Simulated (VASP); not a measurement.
# Ti3Al (P-6m2) in VASP: a series of runs

Aim: see how the results for Ti3Al move with the level of theory and the settings. Levels: PBE, PBEsol. Tasks: equation of state.

Program: VASP 6.6.1. These are calculated values, not measurements. Logs are shortened: lines on timing, memory, paths and dates and some standing lists are left out, and cuts for length are marked.

## 1. The crystal as given

The structure is hexagonal, space group P-6m2 (No. 187). The conventional cell has a = 2.928 Å, b = 2.928 Å, c = 9.226 Å, α = 90.00°, β = 90.00°, γ = 120.00°. Around Ti (site symmetry 3m) lie 9 Ti at 2.86 to 2.93 Å and 3 Al at 2.86 Å. Ti (site symmetry -6m2) has 12 Ti at 2.86 to 2.93 Å as nearest neighbours. Al (site symmetry -6m2) has 6 Ti at 2.86 Å and 6 Al at 2.93 Å as nearest neighbours.

The cell comes from a database or a generator and needn't be the stable form of this composition.

## 2. Equation of state, PBE, 16.09 Å³/atom (volume scaled by 0.94)

The input, INCAR:

```
ALGO     = Normal         # electronic algorithm
EDIFF    = 1E-7           # SCF threshold, eV
ENCUT    = 520            # plane-wave cutoff, eV
GGA      = PE             # functional
ISIF     = 2              # what is computed and relaxed
ISMEAR   = -1             # smearing method
LASPH    = T              # aspherical terms in the spheres
LCHARG   = F              # write CHGCAR
LREAL    = F              # projectors in reciprocal space
LWAVE    = F              # write WAVECAR
NBANDS   = 28             # bands
NELM     = 80             # most SCF steps
PREC     = Accurate       # precision mode
SIGMA    = 0.05           # smearing width, eV
```

The input, KPOINTS:

```
k-points
0
Gamma
  10 10 3
```

The input, POSCAR:

```
Ti3Al
1.0
    2.8677796942      0.0000000000      0.0000000000
   -1.4338898471      2.4835700677      0.0000000000
    0.0000000000      0.0000000000      9.0380160492
Ti Al
3 1
Direct
    0.3333333333      0.6666666667      0.2494060000
    0.3333333333      0.6666666667      0.7505940000
    0.6666666667      0.3333333333      0.0000000000
    0.6666666667      0.3333333333      0.5000000000
```

Potentials or basis: VASP PAW PBE potentials, release 64 (Ti_sv, Al).

The run is started by

```bash
cat potpaw_PBE.64/Ti_sv/POTCAR potpaw_PBE.64/Al/POTCAR > POTCAR
mpirun -np 1 vasp_std > vasp.out
```

OUTCAR:

```text
EDIFF = 1E-7
   ENCUT = 520
   GGA = PE
   ISIF = 2
   ISMEAR = -1
   LASPH = T
   LREAL = F
   NELM = 80
   PREC = Accurate

 Found     28 irreducible k-points:

 Following reciprocal coordinates:
            Coordinates               Weight
  0.000000  0.000000  0.000000      1.000000
  0.100000  0.000000  0.000000      6.000000
  0.200000  0.000000  0.000000      6.000000
  0.300000 -0.000000  0.000000      6.000000
  0.400000 -0.000000  0.000000      6.000000
  0.500000  0.000000  0.000000      3.000000
   k-points           NKPTS =     28   k-points in BZ     NKDIM =     28   number of bands    NBANDS=     28
   number of dos      NEDOS =    301   number of ions     NIONS =      4
   total plane-waves  NPLWV =  40320
   dimension x,y,z NGX =    24 NGY =   24 NGZ =   70
   dimension x,y,z NGXF=    48 NGYF=   48 NGZF=  140
   ions per type =               3   1
   NGX,Y,Z   is equivalent  to a cutoff of  13.91, 13.91, 12.88 a.u.
   NGXF,Y,Z  is equivalent  to a cutoff of  27.83, 27.83, 25.75 a.u.
 SYSTEM =  unknown system
   PREC   = accura    normal or accurate (medium, high low for compatibility)
   ISTART =      0    job   : 0-new  1-cont  2-samecut
   ICHARG =      2    charge: 1-file 2-atom 10-const
   ISPIN  =      1    spin polarized calculation?
   LNONCOLLINEAR =      F non collinear calculations
   LSORBIT =      F    spin-orbit coupling
   LASPH  =      T    aspherical Exc in radial PAW
   ENCUT  =  520.0 eV  38.22 Ry    6.18 a.u.   5.33  5.33 16.80*2*pi/ulx,y,z
   NELM   =     80;   NELMIN=  2; NELMDL= -5     # of ELM steps
   EDIFF  = 0.1E-06   stopping-criterion for ELM
   LREAL  =      F    real-space projection
   EDIFFG = 0.1E-05   stopping-criterion for IOM
   NSW    =      0    number of steps for IOM
   IBRION =     -1    ionic relax: 0-MD 1-quasi-New 2-CG
   NFREE  =      0    steps in history (QN), initial steepest desc. (CG)
   ISIF   =      2    stress and relaxation
   ISYM   =      2    0-nonsym 1-usesym 2-fastsym
   POTIM  = 0.5000    time-step for ionic-motion
   TEBEG  =    0.0;   TEEND  =   0.0 temperature during run
   PSTRESS=    0.0 pullay stress
   NELECT =      39.0000    total number of electrons
   NUPDOWN=      -1.0000    fix difference up-down
   EMIN   =  10.00;   EMAX   =-10.00  energy-range for DOS
   EFERMI =   0.00;   METHOD = LEGACY
   ISMEAR =    -1;   SIGMA  =   0.05  broadening in eV -4-tet -1-fermi 0-gaus
   EFERMI_NEDOS =   21; number of points for ismear=-14 and -15
   IALGO  =     38    algorithm
   IMIX   =      4    mixing-type and parameters
     AMIX     =   0.40;   BMIX     =  1.00
     AMIX_MAG =   1.60;   BMIX_MAG =  1.00
  volume/ion in A,a.u.               =      16.09       108.60
  Fermi-wavevector in a.u.,A,eV,Ry     =   1.385260  2.617762 26.108832  1.918945
  Thomas-Fermi vector in A             =   2.509687
   LORBIT       =      0    0 simple, 1 ext, 2 COOP (PROOUT), +10 PAW based schemes
   GGA     = PE    functional components
   LHFCALC =     F    Hartree Fock is set to
   AEXX    =    0.0000 exact exchange contribution
   IVDW    =     0    specifies the selected vdW correction
   LEPSILON=     F    determine dielectric tensor
   LRPA    =     F    only Hartree local field effects (RPA)
 non-spin polarized calculation
  energy-cutoff  :      520.00
  volume of cell :       64.37
 maximum number of plane-waves:      1761
 NGX is ok and might be reduce to    24
   NGX = 11   NGY = 11   NGZ = 33

 number of electron      39.0000007 magnetization

 Free energy of the ion-electron system (eV)
  ---------------------------------------------------
  ext. energy  EPLUGINS =         0.00000000
  ---------------------------------------------------
  free energy    TOTEN  =       -27.69135924 eV

  energy without entropy =      -27.66447199  energy(sigma->0) =      -27.67791562

 E-fermi :   8.6481     XC(G=0): -11.4735

 val. band max:        8.5966251462   @ k =   0.2000   0.2000   0.3333
 cond. band min:       8.6665486145   @ k =   0.2000   0.0000   0.0000
 fundamental gap:      0.0699234683
 Fermi energy:         8.6481090843

 k-point     1 :       0.0000    0.0000    0.0000
  band No.  band energies     occupation
      1     -47.9810      2.00000
      2     -47.9124      2.00000
      3     -47.8456      2.00000
      4     -24.5551      2.00000
      5     -24.2456      2.00000
      6     -23.9044      2.00000
[... 20 lines left out ...]
     27      10.8860      0.00000
     28      11.5544      0.00000

 k-point     2 :       0.1000    0.0000    0.0000
  band No.  band energies     occupation
      1     -47.9690      2.00000
      2     -47.9033      2.00000
      3     -47.8394      2.00000
      4     -24.5351      2.00000
      5     -24.2468      2.00000
      6     -23.9385      2.00000
[... 20 lines left out ...]
     27      10.7880      0.00000
     28      11.4615      0.00000

 k-point     3 :       0.2000    0.0000    0.0000
  band No.  band energies     occupation
      1     -47.9370      2.00000
      2     -47.8796      2.00000
      3     -47.8242      2.00000
      4     -24.4832      2.00000
      5     -24.2692      2.00000
      6     -24.0574      2.00000
[... 20 lines left out ...]
     27      10.7765      0.00000
     28      11.4060      0.00000

 k-point     4 :       0.3000   -0.0000    0.0000
  band No.  band energies     occupation
      1     -47.8948      2.00000
      2     -47.8501      2.00000
      3     -47.8074      2.00000
      4     -24.4345      2.00000
      5     -24.3597      2.00000
      6     -24.1972      2.00000
[... 20 lines left out ...]
     27      11.3865      0.00000
     28      11.6552      0.00000

 k-point     5 :       0.4000   -0.0000    0.0000
  band No.  band energies     occupation
      1     -47.8568      2.00000
      2     -47.8261      2.00000
      3     -47.7975      2.00000
      4     -24.4755      2.00000
      5     -24.4632      2.00000
      6     -24.3265      2.00000
[... 20 lines left out ...]
     27      12.1410      0.00000
     28      12.2059      0.00000

 k-point     6 :       0.5000    0.0000    0.0000
  band No.  band energies     occupation
      1     -47.8399      2.00000
      2     -47.8169      2.00000
      3     -47.7959      2.00000
      4     -24.5245      2.00000
      5     -24.4973      2.00000
      6     -24.3762      2.00000
[... 20 lines left out ...]
     27      12.2812      0.00000
     28      12.4352      0.00000

 [... further k-points ...]

------------------------ aborting loop because EDIFF is reached ----------------------------------------

  FORCE on cell =-STRESS in cart. coord.  units (eV):
  Direction    XX          YY          ZZ          XY          YZ          ZX
  --------------------------------------------------------------------------------------
  -------------------------------------------------------------------------------------
  Total        2.9736262      2.9736262      3.3478754     -0.0000000     -0.0000000      0.0000000
  in kB       74.0119167     74.0119167     83.3267730     -0.0000000     -0.0000000      0.0000000
  external PRESSURE =      77.1168688 kB  Pullay stress =       0.0000000 kB

 VOLUME and BASIS-vectors are now :
 -----------------------------------------------------------------------------
  energy-cutoff  :      520.00
  volume of cell :       64.37
      direct lattice vectors                 reciprocal lattice vectors
     2.867779694  0.000000000  0.000000000     0.348701820  0.201323090  0.000000000
    -1.433889847  2.483570068  0.000000000     0.000000000  0.402646180  0.000000000
     0.000000000  0.000000000  9.038016049     0.000000000  0.000000000  0.110643751

 POSITION                                       TOTAL-FORCE (eV/Angst)
 -----------------------------------------------------------------------------------
     -0.00000      1.65571      2.25414         0.000000     -0.000000      0.026206
     -0.00000      1.65571      6.78388         0.000000     -0.000000     -0.026206
      1.43389      0.82786      0.00000        -0.000000      0.000000      0.000000
      1.43389      0.82786      4.51901        -0.000000     -0.000000      0.000000
 -----------------------------------------------------------------------------------
    total drift:                                0.000000     -0.000000      0.000000

  FREE ENERGIE OF THE ION-ELECTRON SYSTEM (eV)
  ---------------------------------------------------
  free  energy   TOTEN  =       -27.6913592435 eV

  energy  without entropy=      -27.6644719885  energy(sigma->0) =      -27.67791562
```

stdout:

```text
POSCAR found type information on POSCAR TiAl
 POSCAR found :  2 types and       4 ions
 scaLAPACK will be used
 LDA part: xc-table for (Slater+PW92), standard interpolation
 POSCAR, INCAR and KPOINTS ok, starting setup
 FFT: planning ... GRIDC
 FFT: planning ... GRID_SOFT
 FFT: planning ... GRID
 WAVECAR not read
 entering main loop
```

Wall time 47 s (1 thread of Intel Xeon Platinum 8488C (Sapphire Rapids), shared host); peak memory 0.2 GiB.

Results:

| Property | Result |
| --- | --- |
| Free energy | -27.6914 eV |
| Pressure | 7.7 GPa |
| Largest force | 0.026 eV/Å |
| Band gap on the k mesh | none (metal or under the smearing width) |

## 3. Equation of state, PBE, 16.44 Å³/atom (volume scaled by 0.96)

The input, INCAR:

```
SYSTEM = Ti3Al
ALGO = Normal
EDIFF = 1E-7
ENCUT = 520
GGA = PE
ISIF = 2
ISMEAR = -1
LASPH = .TRUE.
LCHARG = .FALSE.
LREAL = .FALSE.
LWAVE = .FALSE.
NBANDS = 28
NELM = 60
PREC = Accurate
SIGMA = 0.05
```

The input, KPOINTS:

```
k-points
0
G
  10 10 3
  0 0 0
```

The input, POSCAR:

```
Ti3Al
1.0
    2.8879759913      0.0000000000      0.0000000000
   -1.4439879956      2.5010605740      0.0000000000
    0.0000000000      0.0000000000      9.1016661466
Ti Al
3 1
Direct
    0.3333333333      0.6666666667      0.2494060000
    0.3333333333      0.6666666667      0.7505940000
    0.6666666667      0.3333333333      0.0000000000
    0.6666666667      0.3333333333      0.5000000000
```

Potentials or basis: VASP PAW PBE potentials, release 64 (Ti_sv, Al).

The run is started by

```bash
cat potpaw_PBE.64/Ti_sv/POTCAR potpaw_PBE.64/Al/POTCAR > POTCAR
mpirun -np 1 vasp_std > vasp.out
```

Wall time 47 s (1 thread of Intel Xeon Platinum 8488C (Sapphire Rapids), shared host); peak memory 0.2 GiB.

The run converged. Its results:

| Item | Value |
| --- | --- |
| Free energy | -27.7457 eV |
| Pressure | 4.9 GPa |
| Largest force | 0.013 eV/Å |
| Band gap on the k mesh | none (metal or under the smearing width) |

(Continued in part 2 of 2.)
